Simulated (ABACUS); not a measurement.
Al:

```
Al
1.0
    -1.59122    1.59122    1.59122
     1.59122   -1.59122    1.59122
     1.59122    1.59122   -1.59122
Al
1
Direct
  0.00000 0.00000 0.00000
```

This isn't the form of Al at room conditions, which is fcc.

| Quantity | Value |
| --- | --- |
| Program | ABACUS 3.10.1 |
| Task | single point |
| Functional | PBE |
| Potentials or basis | PseudoDojo NC SR 0.4.1 PBE standard |
| Cutoff | 1361 eV |
| Density cutoff | 5442 eV |
| Basis | DZP LCAO (the cutoffs set its grid) |
| k mesh | 12 × 12 × 12 |
| Occupations | fermi-dirac, width 0.05 eV |
| Spin | no spin polarisation |

On this cell: pressure 4.0 GPa; band gap on the k mesh none (metal or under the smearing width).

The same run follows on a disturbed copy (cell strained at random at fixed volume):

```
Al
1.0
    -1.69895    1.56431    1.60080
     1.63095   -1.58291    1.55140
     1.66037    1.54432   -1.61940
Al
1
Direct
  0.99931 0.01239 0.00585
```

Question: What changes?

Answer: The energy (extrapolated to zero smearing) moves by +1.5 meV/atom; pressure 4.2 GPa; band gap on the k mesh none (metal or under the smearing width).

Stress tensor (GPa, compression positive):
```
5.40 0.59 1.52
0.59 3.52 0.68
1.52 0.68 3.60
```

Caveats: the atomic orbitals were generated for these runs and aren't a published set; the basis of atomic orbitals isn't converged, which shifts pressures, moduli and gaps.
